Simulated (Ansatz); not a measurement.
# Ni: the cost of one run

Computed with Ansatz 0.2.0 (reference: DFT PBE, plane waves, PAW, scalar-relativistic, no spin polarisation, unless a step's input says otherwise).

## Step 1: Starting point

It takes space group Cmce (No. 64, orthorhombic). Conventional cell: a = 3.814 Å, b = 6.460 Å, c = 3.815 Å, α = 90.00°, β = 90.00°, γ = 90.00°. Around Ni (site symmetry m) lie 7 Ni at 2.09 to 2.35 Å.

Structure file:

```xyz
4
Lattice="1.9070 3.2301 0.0000 1.9070 -3.2301 0.0000 0.0000 0.0000 -3.8149" Properties=species:S:1:pos:R:3 pbc="T T T"
Ni    1.9070   -2.2294   -3.5059
Ni    1.9070   -1.0007   -1.5984
Ni    1.9070    2.2294   -0.3090
Ni    1.9070    1.0007   -2.2164
```

## Step 2: The reference run

Input file input.yaml:

```yaml
crystal:
  lattice:
    - [1.907016, 3.230079, 0.0]
    - [1.907016, -3.230079, 0.0]
    - [0.0, 0.0, -3.814875]
  atoms:
    - { symbol: Ni, position: [0.1549, 0.8451, 0.919] }
    - { symbol: Ni, position: [0.3451, 0.6549, 0.419] }
    - { symbol: Ni, position: [0.8451, 0.1549, 0.081] }
    - { symbol: Ni, position: [0.6549, 0.3451, 0.581] }
  symmetry: { tolerance: 0.0003 }
kpoints:
  mp_grid: { grid: [6, 6, 5], shift: [0, 0, 0] }
magnetization:
  spin_polarized: false
scf:
  occupations: { method: fermi_dirac }
hamiltonian:
  pseudopotentials: { kind: paw }
  xc: pbe
basis:
  ecutwfc: 420
output:
  forces: true
  stress: true
  eigenvalues: true
```

On the command line:

```bash
ansatz run input.yaml --threads 1 --pin off --max-ram 2560MiB --backend cpu --events-out ev --progress --plain --runs-dir out
```

Q: Estimate wall time and peak memory on 1 thread of an Arm CPU, shared host.

About 4.7 s, with a peak of 0.32 GiB.
